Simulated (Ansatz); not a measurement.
Os:

```xyz
1
Lattice="0.0000 1.9450 1.9450 1.9450 0.0000 1.9450 1.9450 1.9450 0.0000" Properties=species:S:1:pos:R:3 pbc="T T T"
Os    0.0000    0.0000    0.0000
```

This isn't the form of Os at room conditions, which is hcp.

Base run:

- Program: Ansatz 0.2.0
- Functional: PBEsol
- Potentials or basis: all-electron LAPW, scalar-relativistic
- Cutoff: 275 eV (chosen from the basis error)
- Basis error allowed: 0.001 eV/atom
- k mesh: 12 × 12 × 12
- Occupations: gaussian, width 0.02 eV
- Spin: no spin polarisation

Its results: band gap on the k mesh none (metal or under the smearing width); pressure -20.5 GPa.

Problem. The run is repeated on the same cell with these changes: functional from PBEsol to PBE. What comes out?

Solution. Band gap on the k mesh none (metal or under the smearing width); pressure -10.0 GPa.

PBE binds less tightly than PBEsol, so the same cell stands under more pressure.

Caveats: so large a pressure means that the cell lies far from this level's equilibrium, or that cutoff or potentials fall short (some runs).
